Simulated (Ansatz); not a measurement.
# O on Al(110): change of the work function, part 2 of 5

How does O on the longbridge site change the work function of Al(110) as the layer fills?

Ansatz 0.2.0; plane-wave DFT, PBE, Ansatz PAW.

So far, work function, upper face (eV): step 2 (the clean slab) 3.99.

**3. The covered slab, k-mesh 3×4×1, coverage 0.111 ML**

System of this step: Al45O (O/Al(110)). The cell holds 46 atoms: 45 Al and 1 O. Its edges and angles: a = 12.150 Å, b = 8.591 Å, c = 24.135 Å, α = 90.0°, β = 90.0°, γ = 90.0°. Vacuum lies along c.

The clean slab as it ended is repeated in the plane and the adsorbate is set on one face; the cell's size fixes the coverage, and the k-mesh shrinks with it to keep the sampling density about even. Adsorbate and upper layers relax, since the dipole depends on the height.

File input.yaml:

```yaml
crystal:
  lattice:
    - [12.15, 0.0, 0.0]
    - [0.0, 8.5913473914, 0.0]
    - [0.0, 0.0, 24.1345817776]
  atoms:
    - { symbol: Al, position: [0.0, 0.0, 0.3729088858] }
    - { symbol: Al, position: [0.1666666667, 0.1666666667, 0.4322383262] }
    - { symbol: Al, position: [0.0, 0.0, 0.4903550414] }
    - { symbol: Al, position: [0.1666666667, 0.1666666667, 0.5515131667] }
    - { symbol: Al, position: [0.0, 0.0, 0.6063739539] }
    - { symbol: Al, position: [0.0, 0.3333333333, 0.3729088858] }
    - { symbol: Al, position: [0.1666666667, 0.5, 0.4322383262] }
    - { symbol: Al, position: [0.0, 0.3333333333, 0.4903550414] }
    - { symbol: Al, position: [0.1666666667, 0.5, 0.5515131667] }
    - { symbol: Al, position: [0.0, 0.3333333333, 0.6063739539] }
    - { symbol: Al, position: [0.0, 0.6666666667, 0.3729088858] }
    - { symbol: Al, position: [0.1666666667, 0.8333333333, 0.4322383262] }
    - { symbol: Al, position: [0.0, 0.6666666667, 0.4903550414] }
    - { symbol: Al, position: [0.1666666667, 0.8333333333, 0.5515131667] }
    - { symbol: Al, position: [0.0, 0.6666666667, 0.6063739539] }
    - { symbol: Al, position: [0.3333333333, 0.0, 0.3729088858] }
    - { symbol: Al, position: [0.5, 0.1666666667, 0.4322383262] }
    - { symbol: Al, position: [0.3333333333, 0.0, 0.4903550414] }
    - { symbol: Al, position: [0.5, 0.1666666667, 0.5515131667] }
    - { symbol: Al, position: [0.3333333333, 0.0, 0.6063739539] }
    - { symbol: Al, position: [0.3333333333, 0.3333333333, 0.3729088858] }
    - { symbol: Al, position: [0.5, 0.5, 0.4322383262] }
    - { symbol: Al, position: [0.3333333333, 0.3333333333, 0.4903550414] }
    - { symbol: Al, position: [0.5, 0.5, 0.5515131667] }
    - { symbol: Al, position: [0.3333333333, 0.3333333333, 0.6063739539] }
    - { symbol: Al, position: [0.3333333333, 0.6666666667, 0.3729088858] }
    - { symbol: Al, position: [0.5, 0.8333333333, 0.4322383262] }
    - { symbol: Al, position: [0.3333333333, 0.6666666667, 0.4903550414] }
    - { symbol: Al, position: [0.5, 0.8333333333, 0.5515131667] }
    - { symbol: Al, position: [0.3333333333, 0.6666666667, 0.6063739539] }
    - { symbol: Al, position: [0.6666666667, 0.0, 0.3729088858] }
    - { symbol: Al, position: [0.8333333333, 0.1666666667, 0.4322383262] }
    - { symbol: Al, position: [0.6666666667, 0.0, 0.4903550414] }
    - { symbol: Al, position: [0.8333333333, 0.1666666667, 0.5515131667] }
    - { symbol: Al, position: [0.6666666667, 0.0, 0.6063739539] }
    - { symbol: Al, position: [0.6666666667, 0.3333333333, 0.3729088858] }
    - { symbol: Al, position: [0.8333333333, 0.5, 0.4322383262] }
    - { symbol: Al, position: [0.6666666667, 0.3333333333, 0.4903550414] }
    - { symbol: Al, position: [0.8333333333, 0.5, 0.5515131667] }
    - { symbol: Al, position: [0.6666666667, 0.3333333333, 0.6063739539] }
    - { symbol: Al, position: [0.6666666667, 0.6666666667, 0.3729088858] }
    - { symbol: Al, position: [0.8333333333, 0.8333333333, 0.4322383262] }
    - { symbol: Al, position: [0.6666666667, 0.6666666667, 0.4903550414] }
    - { symbol: Al, position: [0.8333333333, 0.8333333333, 0.5515131667] }
    - { symbol: Al, position: [0.6666666667, 0.6666666667, 0.6063739539] }
    - { symbol: O, position: [0.1666666667, 0.0, 0.6270911142] }
kpoints:
  mp_grid: { grid: [3, 4, 1] }
hamiltonian:
  xc: pbe
scf:
  occupations: { method: fermi_dirac, width: 0.1 }
  convergence: { dr2_threshold: 1.0e-08 }
efield:
  axis: 3
  dipole_correction: true
  ramp_position: 0.97
  ramp_width: 0.06
relax:
  f_tol: 0.02
  max_steps: 60
  constraints:
    - { sites: [0, 1, 5, 6, 10, 11, 15, 16, 20, 21, 25, 26, 30, 31, 35, 36, 40, 41] }
output:
  bader: true
  write_potential: true
  write_density: true
  volumetric_format: npy
```

Command:

```console
$ ansatz run input.yaml --threads 4 --pin off --max-ram 6144MiB --backend cpu --events-out ev --progress --plain --runs-dir out
```

Numbers of over 12 decimals in the logs are rounded to 6 here.

Log:

```text
[...]
Crystal: 46 atoms, lattice volume = 2519.285 Å³
Basis set: ecut = 420 eV, 49213 PW (Γ), exchange–correlation on 180×120×324 points (8 copies of the dense FFT grid, shifted against one another)
Bands: 117, of which v1, the nominal top of the filled ones, is band 71 counted from 1 (70 counted from 0)
Symmetry: 4 space group operations
[...]
k-points: 6 of 12
[...]
SCF iter   1: F=—  HF=-24742.825745 eV  |F-HF|=—  |Δ(HF+E_count)|=         —  Δρ=1.20e-3  dr2=8.43e-2  ethr=1.77e-3  p=-0.069 e·Å  D=-4.95e-3 V/Å  ΔV_dip=0.12 eV  dr2_dipole=1.63e-5  V_vac-E_F(+/−)=4.13/4.01 eV  ⟨swp⟩=9.0  Hψ=4216  notcnv=0  defer=5
[...]
SCF iter   8: F=-24742.834116 eV  HF=-24742.834116 eV  |F-HF|=7.32e-9  |Δ(HF+E_count)|=   8.12e-8  Δρ=1.33e-7  dr2=8.15e-10  ethr=7.09e-12  p=-0.053 e·Å  D=-3.80e-3 V/Å  ΔV_dip=0.09 eV  dr2_dipole=5.41e-13  V_vac-E_F(+/−)=4.10/4.00 eV  ⟨swp⟩=11.0  Hψ=4614  notcnv=0
SCF 1 converged in 8 iterations: F = -24742.834116 eV  dr2 = 8.15e-10
[...]
relax step   1: F+E_penalty+E_count = -24742.83411622 eV  Δ(F+E_penalty+E_count) = +0.000e0 eV  max|allowed force component| = 1.942e0 eV/Å  Δτ_max = 0.0000 Å  (8 SCF iters, accepted)
[...]
SCF iter   8: F=-24743.245712 eV  HF=-24743.245712 eV  |F-HF|=1.66e-8  |Δ(HF+E_count)|=   1.03e-7  Δρ=1.96e-7  dr2=1.56e-9  ethr=7.09e-12  p=-0.022 e·Å  D=-1.61e-3 V/Å  ΔV_dip=0.04 eV  dr2_dipole=6.85e-12  V_vac-E_F(+/−)=4.04/4.00 eV  ⟨swp⟩=10.5  Hψ=4706  notcnv=0
SCF 2 converged in 8 iterations: F = -24743.245712 eV  dr2 = 1.56e-9
[...]
relax step   2: F+E_penalty+E_count = -24743.24571154 eV  Δ(F+E_penalty+E_count) = -4.116e-1 eV  max|allowed force component| = 1.419e0 eV/Å  Δτ_max = 0.1865 Å  (8 SCF iters, accepted)
SCF iter   1: F=—  HF=-24743.569475 eV  |F-HF|=—  |Δ(HF+E_count)|=         —  Δρ=2.27e-3  dr2=1.94e-1  ethr=9.93e-4  p=-0.022 e·Å  D=-1.61e-3 V/Å  ΔV_dip=0.04 eV  dr2_dipole=1.45e-2  V_vac-E_F(+/−)=4.03/3.99 eV  ⟨swp⟩=6.5  Hψ=2393  notcnv=0  defer=26
[...]
SCF iter   8: F=-24743.504862 eV  HF=-24743.504862 eV  |F-HF|=1.52e-8  |Δ(HF+E_count)|=   1.02e-7  Δρ=2.08e-7  dr2=1.38e-9  ethr=7.09e-12  p=0.008 e·Å  D=5.85e-4 V/Å  ΔV_dip=-0.01 eV  dr2_dipole=3.02e-11  V_vac-E_F(+/−)=3.98/4.00 eV  ⟨swp⟩=11.0  Hψ=4677  notcnv=0
SCF 3 converged in 8 iterations: F = -24743.504862 eV  dr2 = 1.38e-9
relax step   3: F+E_penalty+E_count = -24743.50486231 eV  Δ(F+E_penalty+E_count) = -2.592e-1 eV  max|allowed force component| = 5.671e-1 eV/Å  Δτ_max = 0.1948 Å  (8 SCF iters, accepted)
[...]
relax step   4: F+E_penalty+E_count = -24743.59598256 eV  Δ(F+E_penalty+E_count) = -9.112e-2 eV  max|allowed force component| = 2.960e-1 eV/Å  Δτ_max = 0.2000 Å  (8 SCF iters, accepted)
[...]
relax step   5: F+E_penalty+E_count = -24743.64186177 eV  Δ(F+E_penalty+E_count) = -4.588e-2 eV  max|allowed force component| = 1.265e-1 eV/Å  Δτ_max = 0.1914 Å  (8 SCF iters, accepted)
[...]
relax step   6: F+E_penalty+E_count = -24743.64782698 eV  Δ(F+E_penalty+E_count) = -5.965e-3 eV  max|allowed force component| = 4.601e-2 eV/Å  Δτ_max = 0.0593 Å  (7 SCF iters, accepted)
[...]
relax step   7: F+E_penalty+E_count = -24743.64918972 eV  Δ(F+E_penalty+E_count) = -1.363e-3 eV  max|allowed force component| = 2.309e-2 eV/Å  Δτ_max = 0.0189 Å  (7 SCF iters, accepted)
SCF iter   1: F=—  HF=-24743.648387 eV  |F-HF|=—  |Δ(HF+E_count)|=         —  Δρ=6.11e-5  dr2=7.48e-4  ethr=5.24e-6  p=0.012 e·Å  D=8.74e-4 V/Å  ΔV_dip=-0.02 eV  dr2_dipole=2.13e-5  V_vac-E_F(+/−)=3.98/4.00 eV  ⟨swp⟩=4.2  Hψ=1611  notcnv=0  defer=29
[...]
SCF iter   6: F=-24743.649491 eV  HF=-24743.649491 eV  |F-HF|=4.56e-9  |Δ(HF+E_count)|=   6.70e-8  Δρ=1.37e-7  dr2=1.06e-9  ethr=7.09e-12  p=0.012 e·Å  D=8.66e-4 V/Å  ΔV_dip=-0.02 eV  dr2_dipole=7.18e-11  V_vac-E_F(+/−)=3.98/4.00 eV  ⟨swp⟩=10.2  Hψ=4225  notcnv=0
SCF 8 converged in 6 iterations: F = -24743.649491 eV  dr2 = 1.06e-9
relax step   8: F+E_penalty+E_count = -24743.64949082 eV  Δ(F+E_penalty+E_count) = -3.011e-4 eV  max|allowed force component| = 5.053e-3 eV/Å  Δτ_max = 0.0058 Å  (6 SCF iters, accepted)
NSCF: frozen V_eff on 6 k-points
[...]
SCF converged after 6 iterations
Free energy (F): -24743.649491 eV
[...]
Internal energy: -24743.067603 eV  (E = F + TS)
E sigma→0 (E₀):  -24743.358547 eV
Entropy (-TS):   -0.581888 eV (-12.650 meV/atom)
Fermi energy:    -0.365960 eV
Dipole field:    D = 0.000863 V/Å  (p = 0.012016 e·Å, saw-weighted, corrected)
Work function:   Φ+ = 3.9764 eV   Φ− = 3.9972 eV
[...]
--- Forces (eV/Å), atoms counted from 1 ---
  atom   1  Al    -0.02662526     0.00000000     0.17514016
  atom   2  Al     0.00000000     0.00937559    -0.17826838
  atom   3  Al     0.00111549     0.00000000     0.00053683
  atom   4  Al     0.00000000     0.00420729    -0.00218315
  atom   5  Al    -0.00203687     0.00000000     0.00006623
  atom   6  Al     0.02796102    -0.01151149     0.21083921
  atom   7  Al     0.00000000     0.00000000    -0.12000747
  atom   8  Al     0.00084791     0.00113082    -0.00032375
  atom   9  Al     0.00000000     0.00000000    -0.00145025
  atom  10  Al    -0.00011938    -0.00107873    -0.00026941
  atom  11  Al     0.02796102     0.01151149     0.21083921
  atom  12  Al     0.00000000    -0.00937559    -0.17826838
  atom  13  Al     0.00084791    -0.00113082    -0.00032375
  atom  14  Al     0.00000000    -0.00420729    -0.00218315
  atom  15  Al    -0.00011938     0.00107873    -0.00026941
  atom  16  Al     0.02662526     0.00000000     0.17514016
  atom  17  Al     0.02814315     0.01589162    -0.19008851
  atom  18  Al    -0.00111549     0.00000000     0.00053683
  atom  19  Al     0.00104825     0.00015886     0.00025216
  atom  20  Al     0.00203687     0.00000000     0.00006623
  atom  21  Al    -0.02796102    -0.01151149     0.21083921
  atom  22  Al     0.08006515     0.00000000    -0.19297072
  atom  23  Al    -0.00084791     0.00113082    -0.00032375
  atom  24  Al     0.00095192     0.00000000    -0.00017889
  atom  25  Al     0.00011938    -0.00107873    -0.00026941
  atom  26  Al    -0.02796102     0.01151149     0.21083921
  atom  27  Al     0.02814315    -0.01589162    -0.19008851
  atom  28  Al    -0.00084791    -0.00113082    -0.00032375
  atom  29  Al     0.00104825    -0.00015886     0.00025216
  atom  30  Al     0.00011938     0.00107873    -0.00026941
  atom  31  Al     0.00000000     0.00000000     0.11195173
  atom  32  Al    -0.02814315     0.01589162    -0.19008851
  atom  33  Al     0.00000000     0.00000000     0.00156278
  atom  34  Al    -0.00104825     0.00015886     0.00025216
  atom  35  Al     0.00000000     0.00000000    -0.00152855
  atom  36  Al     0.00000000     0.04411759     0.15863534
  atom  37  Al    -0.08006515     0.00000000    -0.19297072
  atom  38  Al     0.00000000     0.00003894     0.00192676
  atom  39  Al    -0.00095192     0.00000000    -0.00017889
  atom  40  Al     0.00000000     0.00025110    -0.00131102
  atom  41  Al     0.00000000    -0.04411759     0.15863534
  atom  42  Al    -0.02814315    -0.01589162    -0.19008851
  atom  43  Al     0.00000000    -0.00003894     0.00192676
  atom  44  Al    -0.00104825    -0.00015886     0.00025216
  atom  45  Al     0.00000000    -0.00025110    -0.00131102
  atom  46  O      0.00000000     0.00000000     0.00505293
  max |Σ_I F_I| component: 6.29e-6 eV/Å
--- Band table (eV; the first three rows and the last of 6) ---
  k-point 0: bands = [... 67 lower, -0.8907, -0.8038, -0.7224, -0.5604, -0.4559, -0.2949, -0.2204, -0.0642, ... 42 higher]
  k-point 1: bands = [... 67 lower, -0.6500, -0.5362, -0.2892, -0.2105, -0.1682, -0.0789, 0.0561, 0.0898, ... 42 higher]
  k-point 2: bands = [... 67 lower, -0.7656, -0.6631, -0.6421, -0.5856, -0.2117, -0.1406, -0.0798, 0.2569, ... 42 higher]
  k-point 5: bands = [... 67 lower, -0.6945, -0.4011, -0.1663, 0.1264, 0.1968, 0.2334, 0.2369, 0.2630, ... 42 higher]
--- Relaxed structure (8 steps of the walk, 8 accepted, 0 SCFs on fresh bases) ---
  F+E_penalty+E_count = -24743.64949082 eV   max|allowed force component| = 5.053e-3 eV/Å
  atoms:
    - { symbol: Al, position: [1.666665959832375e-11, 0.0, 0.372909] }
    - { symbol: Al, position: [0.166667, 0.166667, 0.4322383262] }
    - { symbol: Al, position: [-0.00343367, 0.0, 0.489592] }
    - { symbol: Al, position: [0.166667, 0.178200, 0.548005] }
    - { symbol: Al, position: [0.00230899, 0.0, 0.608954] }
    - { symbol: Al, position: [1.666665959832375e-11, 0.3333333333, 0.372909] }
    - { symbol: Al, position: [0.166667, 0.5, 0.4322383262] }
    - { symbol: Al, position: [-0.00135071, 0.333816, 0.489782] }
    - { symbol: Al, position: [0.166667, 0.5, 0.550718] }
    - { symbol: Al, position: [-0.00328812, 0.335082, 0.605212] }
    - { symbol: Al, position: [1.666665959832375e-11, 0.6666666667, 0.372909] }
    - { symbol: Al, position: [0.166667, 0.8333333333, 0.4322383262] }
    - { symbol: Al, position: [-0.00135071, 0.666184, 0.489782] }
    - { symbol: Al, position: [0.166667, 0.821800, 0.548005] }
    - { symbol: Al, position: [-0.00328812, 0.664918, 0.605212] }
    - { symbol: Al, position: [0.333333, 0.0, 0.372909] }
    - { symbol: Al, position: [0.500000, 0.166667, 0.4322383262] }
    - { symbol: Al, position: [0.336767, 0.0, 0.489592] }
    - { symbol: Al, position: [0.499669, 0.165960, 0.550313] }
    - { symbol: Al, position: [0.331024, 0.0, 0.608954] }
    - { symbol: Al, position: [0.333333, 0.3333333333, 0.372909] }
    - { symbol: Al, position: [0.500000, 0.5, 0.4322383262] }
    - { symbol: Al, position: [0.334684, 0.333816, 0.489782] }
    - { symbol: Al, position: [0.500435, 0.5, 0.549818] }
    - { symbol: Al, position: [0.336621, 0.335082, 0.605212] }
    - { symbol: Al, position: [0.333333, 0.6666666667, 0.372909] }
    - { symbol: Al, position: [0.500000, 0.8333333333, 0.4322383262] }
    - { symbol: Al, position: [0.334684, 0.666184, 0.489782] }
    - { symbol: Al, position: [0.499669, 0.834040, 0.550313] }
    - { symbol: Al, position: [0.336621, 0.664918, 0.605212] }
    - { symbol: Al, position: [0.666667, 0.0, 0.372909] }
    - { symbol: Al, position: [0.833333, 0.166667, 0.4322383262] }
    - { symbol: Al, position: [0.666667, 0.0, 0.489230] }
    - { symbol: Al, position: [0.833664, 0.165960, 0.550313] }
    - { symbol: Al, position: [0.666667, 0.0, 0.604573] }
    - { symbol: Al, position: [0.666667, 0.3333333333, 0.372909] }
    - { symbol: Al, position: [0.833333, 0.5, 0.4322383262] }
    - { symbol: Al, position: [0.666667, 0.332148, 0.489303] }
    - { symbol: Al, position: [0.832899, 0.5, 0.549818] }
    - { symbol: Al, position: [0.666667, 0.333829, 0.604599] }
    - { symbol: Al, position: [0.666667, 0.6666666667, 0.372909] }
    - { symbol: Al, position: [0.833333, 0.8333333333, 0.4322383262] }
    - { symbol: Al, position: [0.666667, 0.667852, 0.489303] }
    - { symbol: Al, position: [0.833664, 0.834040, 0.550313] }
    - { symbol: Al, position: [0.666667, 0.666171, 0.604599] }
    - { symbol: O, position: [0.166667, 0.0, 0.596778] }
--- Bader charges: 46 sites ---
  site symbol  charge [e]  shift [e]
     0     Al      0.0521     0.0001
     1     Al      0.0162     0.0001
     2     Al     -0.1723     0.0001
     3     Al      0.4593     0.0007
     4     Al      0.5378     0.0004
     5     Al      0.0607     0.0001
     6     Al     -0.0141     0.0000
     7     Al     -0.0325     0.0003
     8     Al      0.0617     0.0003
     9     Al     -0.0401     0.0002
    10     Al      0.0607     0.0001
    11     Al      0.0161     0.0001
    12     Al     -0.0325     0.0003
    13     Al      0.4594     0.0007
    14     Al     -0.0401     0.0002
    15     Al      0.0521     0.0001
    16     Al     -0.0354     0.0000
    17     Al     -0.1723     0.0001
    18     Al      0.0568     0.0000
    19     Al      0.5378     0.0004
    20     Al      0.0607     0.0001
    21     Al     -0.0357     0.0000
    22     Al     -0.0324     0.0003
    23     Al      0.0532     0.0000
    24     Al     -0.0401     0.0002
    25     Al      0.0607     0.0001
    26     Al     -0.0354     0.0000
    27     Al     -0.0325     0.0003
    28     Al      0.0568     0.0000
    29     Al     -0.0401     0.0002
    30     Al      0.0600     0.0001
    31     Al     -0.0354     0.0000
    32     Al     -0.0705     0.0003
    33     Al      0.0568     0.0000
    34     Al      0.0360     0.0002
    35     Al      0.0601     0.0001
    36     Al     -0.0357     0.0000
    37     Al     -0.0954     0.0004
    38     Al      0.0532     0.0000
    39     Al      0.0221     0.0002
    40     Al      0.0601     0.0001
    41     Al     -0.0354     0.0000
    42     Al     -0.0954     0.0004
    43     Al      0.0568     0.0000
    44     Al      0.0221     0.0002
    45      O     -1.9060     0.0017
  estimated error of the sums over rays = 5.4e-4 e
```

Elapsed: 20 min, on 4 threads of Arm Neoverse N1, shared host; peak memory 4.6 GiB.

This run has no spin polarisation although its electron count is odd.

The steps of the relaxation:

| step | energy less that of the first step (eV) | largest force component (eV/Å) |
| --- | --- | --- |
| 1 | 0.0000 | 1.9415 |
| 2 | -0.4116 | 1.4188 |
| 3 | -0.6707 | 0.5671 |
| 4 | -0.7619 | 0.2960 |
| 5 | -0.8077 | 0.1265 |
| 6 | -0.8137 | 0.0460 |
| 7 | -0.8151 | 0.0231 |
| 8 | -0.8154 | 0.0051 |

Forces are held to the 4 operations that the run works with; a distortion that breaks them can't arise in this run.

The atoms that moved most (Å):

| atom | dx | dy | dz | length |
| --- | --- | --- | --- | --- |
| O46 | 0.000 | 0.000 | -0.732 | 0.732 |
| Al4 | 0.000 | 0.099 | -0.085 | 0.130 |
| Al14 | 0.000 | -0.099 | -0.085 | 0.130 |
| Al20 | -0.028 | 0.000 | 0.062 | 0.068 |
| Al5 | 0.028 | 0.000 | 0.062 | 0.068 |
| Al10 | -0.040 | 0.015 | -0.028 | 0.051 |
| Al15 | -0.040 | -0.015 | -0.028 | 0.051 |
| Al25 | 0.040 | 0.015 | -0.028 | 0.051 |

This step gave:

```
energy at zero smearing        : -24743.3585 eV
work function, upper face      : 3.976 eV
work function, lower face      : 3.997 eV
dipole along the normal        : 0.01202 e·Å
step between the vacuum levels : -0.02083 eV
```

Running mean over 1.432 Å of the planar mean; the ramp of the sawtooth is left out. Table of electron's electrostatic potential energy less the Fermi level by z:

z (Å), electron's electrostatic potential energy less the Fermi level (eV) and a bar from the least value:
```
      3.0       4.00 ##############################
      3.5       4.00 ##############################
      4.0       4.00 ##############################
      4.5       4.00 ##############################
      5.0       3.99 ##############################
      5.5       3.99 ##############################
      6.0       3.96 ##############################
      6.5       3.88 ##############################
      7.0       3.60 #############################
      7.5       2.71 ##########################
      8.0       0.70 ###################
      8.5      -1.63 ############
      9.0      -3.59 #####
      9.5      -4.42 ###
     10.0      -4.62 ##
     10.5      -4.77 #
     11.0      -4.83 #
     11.5      -4.81 #
     12.0      -4.67 ##
     12.5      -4.60 ##
     13.0      -4.71 ##
     13.5      -5.04 
     14.0      -5.19 
     14.5      -4.59 ##
     15.0      -2.53 #########
     15.5       0.03 #################
     16.0       2.27 ########################
     16.5       3.44 ############################
     17.0       3.81 #############################
     17.5       3.93 ##############################
     18.0       3.96 ##############################
     18.5       3.97 ##############################
     19.0       3.97 ##############################
     19.5       3.98 ##############################
     20.0       3.98 ##############################
     20.5       3.98 ##############################
     21.0       3.98 ##############################
```

The relaxation took 8 steps and lowered the energy by 0.82 eV; the largest force on the free atoms ends at 0.0051 eV/Å.

The covered face has 3.98 eV, -0.02 eV against the clean one; the bare back face has moved by +0.00 eV, a measure of how thin the slab is. The added atoms end 0.3 Å under the highest substrate atom on average, so this is no overlayer any more.

[end of part 2 of 5]

[Logs are printed without paths, hosts, clocks, repeated set-up lines and the standing remarks that a program may print on its own settings, such as how far it seeks lower states.]

[Hosts, paths, dates, database ids (printed as entryN), source tags and the programs' standing remarks are cut or masked in the printed files.]

[Maps of the electrostatic potential energy from Ansatz leave out the sawtooth potential of an applied field or a dipole correction, so their vacuum need not be flat; planar profiles and work functions include it.]
